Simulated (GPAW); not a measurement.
Runs of GPAW 26.7.0 on PbSe (Clausthalite). Symmetry: Fm-3m, No. 225, cubic system. Conventional cell: a = 6.121 Å, b = 6.121 Å, c = 6.121 Å, α = 90.00°, β = 90.00°, γ = 90.00°. Around Pb (site symmetry m-3m) lie 6 Se at 3.06 Å. Se (site symmetry m-3m) has 6 Pb at 3.06 Å as nearest neighbours. 

```tsv
task	level	potentials or basis	spin	k mesh	cutoff (eV)	maxiter	band path	band points	spin axis theta (degrees)	spin axis phi (degrees)	mesh quality	gap on the mesh (eV)	V0 of scaled cells (Å³/atom)	B0 (GPa)
equation of state	vdW-DF-cx	GPAW PAW data sets (gpaw-data 1.2.1), pw	off	6 × 6 × 6	600	150	-	-	-	-	not flagged	-	(b)	52
single point	HSE06	GPAW PAW data sets (gpaw-data 1.2.1), pw	off	4 × 4 × 4	450	60	-	-	-	-	coarse	(a)	-	-
equation of state	LDA	PAW data sets generated in the run's folder for this functional, pw	off	6 × 6 × 6	600	150	-	-	-	-	not flagged	-	(c)	55
band structure	PBEint	PAW data sets generated in the run's folder for this functional, pw	SOC, no magnetisation	6 × 6 × 6	600	150	GXWKGLUWLK,UX	80	90	45	not flagged	0.44	-	-
equation of state	C09-vdW	GPAW PAW data sets (gpaw-data 1.2.1), pw	off	6 × 6 × 6	600	150	-	-	-	-	not flagged	-	28.49	53
```

Alike in all rows: cell as given; smearing fermi-dirac 0.05 eV.

Q: Estimate the missing entries.

A: (a) 0.60; (b) 28.71; (c) 27.34.

Caveats: some runs use coarse meshes; the PAW data sets were made with another functional, which shifts forces and pressure a little (some runs); exact exchange converges slowly with the k mesh, and this mesh is small (some runs); spin-orbit coupling is left out, which as a rule narrows the gap of such compounds by several tenths of an eV (some runs); spin-orbit coupling was added after a scalar SCF, so levels and gaps hold it while energy, forces, pressure and moments don't (some runs); this program's spin-orbit splittings come out too wide for heavy elements (some runs).

A k mesh can miss the band edges, and rows without SOC leave out spin-orbit coupling on Pb, Se.

Runs at the PBE level aren't shown here.
